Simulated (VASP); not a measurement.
A run of VASP 6.6.1:

INCAR

```
PREC = Accurate ; ENCUT = 520
EDIFF = 1E-6 ; ISMEAR = 0
SIGMA = 0.1 ; LREAL = F
LASPH = T ; NELM = 80
ALGO = Normal ; ISIF = 2
LWAVE = F ; LCHARG = F
LDIPOL = T ; IDIPOL = 3
DIPOL = 0.5 0.5 0.500 ; GGA = PE
NBANDS = 18
```

The input KPOINTS:

```
regular mesh
0
Gamma
  12 12 1
```

File POSCAR:

```
Al
1.0
    2.8577415166      0.0000000000      0.0000000000
   -1.4288707583      2.4748767508      0.0000000000
    0.0000000000      0.0000000000     26.6666808873
Al
6
Direct
    0.6666666667      0.3333333333      0.2812131004
    0.3333333333      0.6666666667      0.3697093333
    0.0000000000      0.0000000000      0.4563562173
    0.6666666667      0.3333333333      0.5436439164
    0.3333333333      0.6666666667      0.6302907707
    0.0000000000      0.0000000000      0.7187866619
```

Potentials or basis: VASP PAW PBE potentials, release 64 (Al).

The run is started by

```bash
$ cat potpaw_PBE.64/Al/POTCAR > POTCAR
$ mpirun -np 1 vasp_std > vasp.out
```

Hardware: 1 thread of Intel(R) Xeon(R) Platinum 8488C (Sapphire Rapids) (shared host).

Q: Estimate the wall time of this run.

A: Wall time 86 s on 1 thread of Intel(R) Xeon(R) Platinum 8488C (Sapphire Rapids) (shared host), peak memory 0.31 GiB. Counts: scf iterations 22, k points 19.
